## A stretch that releases energy

Stretch every edge of this HfO2 crystal by 1 % and its energy falls by 4.3 meV per atom. That looks wrong, since a relaxed crystal should resist being pulled as much as being pushed. The row is sound, and the reason behind it supplies half of a rule by which most of the energies and pressures below can be estimated on paper.

Monoclinic HfO2 (P2_1/c, 12 atoms per cell, 11.53 Å³ per atom unstrained), computed with Ansatz 0.2.0 using PBE, plane-wave PAW, a 420 eV cutoff and a 6×6×6 k mesh, without spin polarisation. The unstrained cell, the atoms under strain and the free epitaxial direction were relaxed with r2SCAN. Strain is per length; changes are relative to the unstrained cell.

```csv
strain kind,strain (%),band gap change (eV),energy rise per atom (meV),pressure change (GPa)
epitaxial xy,-3,0.183,40.5,9.01
epitaxial xy,-2,0.109,20.8,5.95
epitaxial xy,-1,0.035,7.4,2.98
epitaxial xy,1,-0.023,-1.5,-2.88
epitaxial xy,2,-0.042,2.8,-5.63
epitaxial xy,3,-0.065,12.5,-8.24
hydrostatic,-3,0.375,93.7,21.28
hydrostatic,-2,0.182,48.7,13.69
hydrostatic,-1,0.047,17.7,6.68
hydrostatic,1,-0.001,-4.3,-6.25
hydrostatic,2,0.020,4.4,-11.61
hydrostatic,3,0.116,24.3,-15.41
```

In the hydrostatic rows all lengths change by the same percentage. In the epitaxial rows two directions are strained, as in a film held by its substrate, and the third is free to respond. Negative strain means compression. Energy rise and pressure change are both counted from the unstrained cell.

## The cell starts under pressure

The cell was relaxed with one functional, r2SCAN, and its energy was then computed with another, PBE. PBE prefers a larger HfO2 cell. In the unstrained cell it therefore finds a pressure of about 5.6 GPa, and a small expansion lets that pressure do work. This is why both rows at +1 % lie below the starting energy.

The fall belongs to this pairing of functionals. In a cell relaxed with PBE itself, the first small stretch would cost energy, as intuition demands.

## Energy is the work of two stresses

Write $P_0$ for the starting pressure, $V$ for the volume per atom, $\Delta V$ for its change, $\Delta P$ for the pressure change and $\varepsilon$ for the strain as a fraction. The energy rise per atom is then roughly

$$\Delta E \approx -P_0\,\Delta V-\tfrac{3}{2}\,V\,\Delta P\,\varepsilon .$$

The first term is the work of the pressure already present. It changes sign with the strain. The second is the work against the stress that the strain itself creates. That stress grows from zero, so on average half of it acts along the way, and this term is positive for squeezing and stretching alike.

The factor 3 holds for both kinds of strain. Pressure is one third of the sum of the stresses along three axes. Under hydrostatic strain all three do work. In the epitaxial rows the stress along the free direction hardly changes, so nearly the whole sum sits in the two strained directions, where it does work too.

The kinds differ in how much the volume changes. Hydrostatic strain changes it by about three times the strain. In the epitaxial rows the free direction gives way by about as much as each side is strained, which leaves a volume change of about one times the strain.

## The rule in whole numbers

A pressure of 1 GPa acting over a volume change of 1 % is worth 0.72 meV per atom in this crystal. The rows at ±1 % give the stiffness: the pressure changes by about 6.5 GPa per percent of hydrostatic strain and 2.9 GPa per percent of epitaxial strain. With $x$ for the strain in percent, and the coefficients rounded, the energy rise in meV per atom is

- hydrostatic: $-12x+7x^2$
- epitaxial: $-4x+3x^2$

These coefficients rest on the starting pressure, the pressures at ±1 % and the volumes of the cells. No energy of the table was used to set them. Energy and stress belong together exactly only when the atoms feel no force, and here PBE finds forces on atoms placed by r2SCAN. The table therefore tests two things at once: whether a constant stiffness and the simple volume changes are good enough, and whether the stress accounts for all of the energy.

## Two rows worked

**Hydrostatic, -2 %.** The starting pressure resists the squeeze and costs $12\times2=24$ meV. The added stress costs $7\times4=28$ meV. The estimate is 52 meV per atom, against 48.7 in the table.

**Epitaxial, +3 %.** The starting pressure now helps and returns $4\times3=12$ meV, while the added stress costs $3\times9=27$ meV. The estimate is 15 meV per atom, against 12.5. Two things push the estimate up: the volume grows by 3.4 % where the rule assumes 3 %, and the crystal softens a little as it is stretched. Rounding the square coefficient down to 3 hides part of both.

No energy or pressure change of these two rows helped to set the rule. Together they show why squeezing costs so much more than stretching here: the two terms add under compression and oppose each other under tension.

## How far it can be trusted

Over all twelve rows the typical miss is about 2 meV per atom. The largest is 5.3 meV, at hydrostatic -3 %, where the table has 93.7. Percentages are a poor guide under small tension, because there the result is a small difference between two larger terms. The output printed after this text lists the estimate for every row.

The pressures bend away from their straight lines, most of all under hydrostatic tension. At hydrostatic +3 % the rule gives a drop of 19.4 GPa where the calculation gives 15.4; elsewhere it stays within 12 %. Crystals commonly soften as they expand, because the pull of a stretched bond grows by less and less with each further step. The last step is more abrupt than the earlier ones, though: the pressure falls by 3.8 GPa from +2 to +3 %, after 5.4 GPa in the step before. Whether the atoms inside the cell also rearrange between +2 and +3 % would have to be read from the bond lengths, which were not examined here.

The energy at that same point is only 2.7 meV off, and this flatters the rule. The energies at ±1 % hydrostatic strain imply a starting pressure nearer 5.1 GPa than 5.6. The lower value would raise the estimate at +3 %, while the softening lowers it, so two errors offset each other. The two starting pressures may differ because the atoms sit where r2SCAN wants them. PBE then finds forces on them, and their shifts under strain change the energy in a way that the pressure does not count. The size of this share was not computed. The misses under hydrostatic compression point the same way. There the pressure climbs faster than its straight line, 21.28 GPa against 19.4 at -3 %, which alone would make the estimate too low, yet it comes out too high. These misses, the largest among them, are therefore expected to come mostly from this gap between energy and pressure and not from the constant stiffness.

## Why one stiffness is not enough

It is tempting to keep only the bulk modulus, about 215 GPa from the hydrostatic rows. In a solid that is equally stiff in all directions, pressure depends on volume alone. An epitaxial strain of 1 %, which changes the volume by about 1 %, would then shift the pressure by 2.2 GPa. The calculation gives 2.9.

This crystal is not equally stiff in all directions. When every length is shortened by 2 %, the stress reaches 23 and 19 GPa along the two axes that the epitaxial rows strain, and only 16 GPa along the axis they leave free. The two strained axes are thus the stiffer ones, which is why the pressure climbs faster than the volume alone would make it. Its pressure therefore responds to shape as well as to volume, and each kind of strain needs its own slope.

Counted in meV, the shortcut misses most under compression. At epitaxial -3 % it gives 33 meV per atom, against 40.5 in the table. At +3 % it gives 9 meV per atom, against 12.5, a smaller miss in meV but a larger share of the value.

## The gap needs more than the volume

The band gap shows this dependence on shape even more strongly. Epitaxial -3 % and hydrostatic -1 % both shrink the volume by about 3 %, yet the gap widens by 0.183 eV in the first case and by 0.047 eV in the second. Under hydrostatic strain the gap is also wider at both ends of the range than at the start, so no straight line in volume describes it. The rise under tension does not come from band edges that jump to other points in k space: both edges keep their places from the unstrained cell to +3 %. What does widen the gap there was not worked out. Under hydrostatic compression the top of the valence band does move, leaving Γ at -2 and -3 %.

In the epitaxial rows the effect stays modest: at most 0.183 eV, less than 5 % of the calculated gap, and smaller under tension than under compression. PBE makes the gap itself too small; the change is expected to suffer less, though no other functional was used here to check it.

## Carrying the rule to another crystal

Three figures are needed: the volume per atom, the pressure in the starting cell, and the pressure after a strain of 1 % of the kind in question. A film that starts under pressure needs one more, the response of the free direction, because it sets the volume change and need not match the strain as closely as it does here. For a film, the first term also assumes that the starting stress is nearly the same along all three axes; under hydrostatic strain the mean pressure is enough. Here the starting stress along the three axes lies between 5.4 and 5.6 GPa; where it differs more, each axis needs its own product of stress and strain. The starting pressure fixes which way the energy first falls. If the cell begins compressed, the lowest energy lies at a small expansion; if it begins stretched, at a small contraction.

If the cell starts at zero stress, drop the first term. The energy then grows with the square of the strain, so twice the strain costs four times as much. For a film of this crystal strained in the same plane, $3x^2$ meV per atom should be a fair first estimate up to about 3 %. The stress in the plane changes by about 4.3 GPa for each percent of misfit, close to one and a half times the pressure slope. Other planes need their own slope, since the crystal is not equally stiff in all directions.

Printed output of the fit:

```
energy per atom for 1 GPa acting over 1 % strain (meV): 0.7196
hydrostatic pressure change per 1 % strain, from the 1 % rows (GPa): 6.465
epitaxial pressure change per 1 % strain, from the 1 % rows (GPa): 2.93
bulk modulus from the hydrostatic slope (GPa): 215.5
epitaxial pressure slope expected from that bulk modulus alone (GPa per 1 %): 2.155
linear coefficient hydrostatic before rounding (meV per %): -12.02
linear coefficient epitaxial before rounding (meV per %): -4.007
square coefficient hydrostatic before rounding (meV per % squared): 6.979
square coefficient epitaxial before rounding (meV per % squared): 3.163
hand rule against the table:
           row  strain %  volume change %  linear part meV  square part meV  rule meV  rule less table meV  one-modulus energy meV  pressure rule GPa  pressure miss %
  epitaxial xy        -3           -3.038               12               27        39                 -1.5                   32.96               8.79           -2.442
  epitaxial xy        -2           -1.993                8               12        20                 -0.8                   17.32               5.86           -1.513
  epitaxial xy        -1           -1.019                4                3         7                 -0.4                   6.334               2.93           -1.678
  epitaxial xy         1            1.064               -4                3        -1                  0.5                  -1.681              -2.93            1.736
  epitaxial xy         2            2.179               -8               12         4                  1.2                    1.29              -5.86            4.085
  epitaxial xy         3            3.373              -12               27        15                  2.5                   8.914              -8.79            6.675
   hydrostatic        -3           -8.733               36               63        99                  5.3                   98.88              19.39           -8.858
   hydrostatic        -2           -5.881               24               28        52                  3.3                   51.96              12.93           -5.551
   hydrostatic        -1            -2.97               12                7        19                  1.3                      19              6.465           -3.219
   hydrostatic         1             3.03              -12                7        -5                 -0.7                  -5.044             -6.465             3.44
   hydrostatic         2            6.121              -24               28         4                 -0.4                   3.871             -12.93            11.37
   hydrostatic         3            9.273              -36               63        27                  2.7                   26.74             -19.39            25.86
rms miss of the hand rule, all rows (meV per atom): 2.229
largest miss of the hand rule (meV per atom): 5.3
rms miss before rounding, epitaxial rows (meV per atom): 1.799
rms miss with one modulus only, epitaxial rows (meV per atom): 3.77
largest miss if the linear part is dropped (meV per atom): 38.7
starting pressure implied by the hydrostatic 1 % energies (GPa): 5.095
gap change, epitaxial -3 % less hydrostatic -1 % (eV): 0.136
```
